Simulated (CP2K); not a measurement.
Write the native input for CP2K 2026.2 that does the following.

| Property | Result |
| --- | --- |
| Task | relaxation of cell and atoms |
| Functional | PBE |
| Potentials or basis | POTENTIAL_UZH Zr GTH-PBE-q12, S GTH-PBE-q6; TZVP-MOLOPT-PBE-GTH basis |
| Density cutoff | 6123 eV |
| k mesh | 6 × 6 × 4 |
| Occupations | fermi-dirac, width 0.01 eV |
| Spin | no spin polarisation |
| SCF solver | diagonalisation with k points |
| Quickstep method | GPW |
| EPS_DEFAULT | 1.0E-9 |
| EPS_SCF | 1.0E-6 |
| MAX_SCF | 100 |
| SCF_GUESS | ATOMIC |
| Mesh centred on Gamma | yes |
| CHOLESKY | OFF |
| EPS_EIGVAL | 1.0E-7 |
| MIXING METHOD | BROYDEN_MIXING |
| MIXING ALPHA | 0.4 |
| NBUFFER | 8 |
| NGRIDS | 5 |
| EXTRAPOLATION | USE_PREV_P |
| Basis sets | Zr TZVP-MOLOPT-PBE-GTH-q12, S TZVP-MOLOPT-PBE-GTH-q6 |
| Potentials | Zr GTH-PBE-q12 of POTENTIAL_UZH, S GTH-PBE-q6 of POTENTIAL_UZH |
| ADDED_MOS | [15] |
| Optimiser | BFGS |
| Most steps | 40 |
| KEEP_ANGLES | yes |
| Force threshold (eV/A) | 0.02 eV/Å |
| PRESSURE_TOLERANCE (bar) | 100 bar |
| Target pressure (GPa) | 0 GPa |
| REL_CUTOFF (Ry) | 60 Ry |
| MIXING BETA (1/bohr) | 1.5 1/bohr |
| CUTOFF of the grids | 450 Ry |

ZrS2:

```xyz
3
Lattice="3.6914 0.0000 0.0000 -1.8457 3.1968 0.0000 0.0000 0.0000 6.0411" Properties=species:S:1:pos:R:3 pbc="T T T"
Zr    0.0000    0.0000    0.0000
S     0.0000    2.1312    1.4372
S     1.8457    1.0656    4.6038
```

The cell is a database's computed one.

One way to write it, as run:

zrs2_vcrelax.inp

```
&GLOBAL
  PROJECT zrs2_vcrelax
  RUN_TYPE CELL_OPT
  PRINT_LEVEL LOW
&END GLOBAL
&FORCE_EVAL
  METHOD QS
  STRESS_TENSOR ANALYTICAL
  &DFT
    BASIS_SET_FILE_NAME BASIS_MOLOPT_UZH
    POTENTIAL_FILE_NAME POTENTIAL_UZH
    &MGRID
      CUTOFF 450
      REL_CUTOFF 60
      NGRIDS 5
    &END MGRID
    &QS
      METHOD GPW
      EPS_DEFAULT 1.0E-9
      EXTRAPOLATION USE_PREV_P
    &END QS
    &KPOINTS
      SCHEME MONKHORST-PACK 6 6 4
      GAMMA_CENTERED T
    &END KPOINTS
    &SCF
      SCF_GUESS ATOMIC
      EPS_SCF 1.0E-6
      MAX_SCF 100
      ADDED_MOS 15
      CHOLESKY OFF
      EPS_EIGVAL 1.0E-7
      &DIAGONALIZATION ON
        ALGORITHM STANDARD
      &END DIAGONALIZATION
      &MIXING ON
        METHOD BROYDEN_MIXING
        ALPHA 0.4
        BETA 1.5
        NBUFFER 8
      &END MIXING
      &SMEAR ON
        METHOD FERMI_DIRAC
        ELECTRONIC_TEMPERATURE 116.05
      &END SMEAR
    &END SCF
    &XC
      &XC_FUNCTIONAL PBE
      &END XC_FUNCTIONAL
    &END XC
    &PRINT
      &KPOINTS ON
      &END KPOINTS
      &MULLIKEN ON
        &EACH
          CELL_OPT 0
        &END EACH
        ADD_LAST NUMERIC
      &END MULLIKEN
      &MO ON
        ENERGIES T
        OCCUPATION_NUMBERS T
        &EACH
          QS_SCF 0
          CELL_OPT 0
        &END EACH
        ADD_LAST NUMERIC
      &END MO
    &END PRINT
  &END DFT
  &SUBSYS
    &CELL
      A 3.6913825498 0.0000000000 0.0000000000
      B -1.8456912749 3.1968310632 0.0000000000
      C 0.0000000000 0.0000000000 6.0410770100
      PERIODIC XYZ
    &END CELL
    &COORD
      Zr  0.0000000000 0.0000000000 0.0000000000
      S   -0.0000000002 2.1312207089 1.4372324502
      S   1.8456912751 1.0656103543 4.6038445598
    &END COORD
    &KIND Zr
      BASIS_SET TZVP-MOLOPT-PBE-GTH-q12
      POTENTIAL GTH-PBE-q12
    &END KIND
    &KIND S
      BASIS_SET TZVP-MOLOPT-PBE-GTH-q6
      POTENTIAL GTH-PBE-q6
    &END KIND
    &PRINT
      &ATOMIC_COORDINATES ON
      &END ATOMIC_COORDINATES
      &CELL ON
      &END CELL
    &END PRINT
  &END SUBSYS
  &PRINT
    &FORCES ON
    &END FORCES
    &STRESS_TENSOR ON
    &END STRESS_TENSOR
  &END PRINT
&END FORCE_EVAL
&MOTION
  &CELL_OPT
    OPTIMIZER BFGS
    MAX_ITER 40
    MAX_FORCE [eV*angstrom^-1] 0.02
    RMS_FORCE [eV*angstrom^-1] 0.02
    MAX_DR 1.0E-2
    RMS_DR 1.0E-2
    EXTERNAL_PRESSURE [bar] 0.0
    PRESSURE_TOLERANCE [bar] 100
    KEEP_ANGLES T
  &END CELL_OPT
  &PRINT
    &TRAJECTORY ON
    &END TRAJECTORY
    &CELL ON
    &END CELL
    &FORCES ON
    &END FORCES
    &STRESS ON
    &END STRESS
    &RESTART OFF
    &END RESTART
    &RESTART_HISTORY OFF
    &END RESTART_HISTORY
  &END PRINT
&END MOTION
```

Potentials or basis: POTENTIAL_UZH Zr GTH-PBE-q12, S GTH-PBE-q6; TZVP-MOLOPT-PBE-GTH basis.

Command:

```console
$ OMP_NUM_THREADS=2 cp2k.psmp -i zrs2_vcrelax.inp -o zrs2_vcrelax.out
```

Results of the run:

```
Relaxed volume                         : 24.59 Å³/atom
Relaxed cell                           : a = 3.688 Å, b = 3.688 Å, c = 6.264 Å, α = 90.00°, β = 90.00°, γ = 120.00°
Space group after relaxing (to 0.05 Å) : P-3m1 (No. 164)
Pressure after relaxing                : 0.0 GPa
Band gap on the k mesh                 : 1.08 eV, indirect (least direct gap 1.68 eV)
Mulliken charges                       : Zr +0.57; S -0.29 e
```

Caveat: Mulliken charges move with the basis; the printed path begins after the first move; this functional lacks dispersion, which binds the layers, so the pressure and a relaxed spacing across them are unreliable; the basis of atomic orbitals isn't converged, which shifts pressures, moduli and gaps.

Run time: 3.7 min on 2 threads of Arm Neoverse V2 (shared host), peak memory 0.35 GiB.
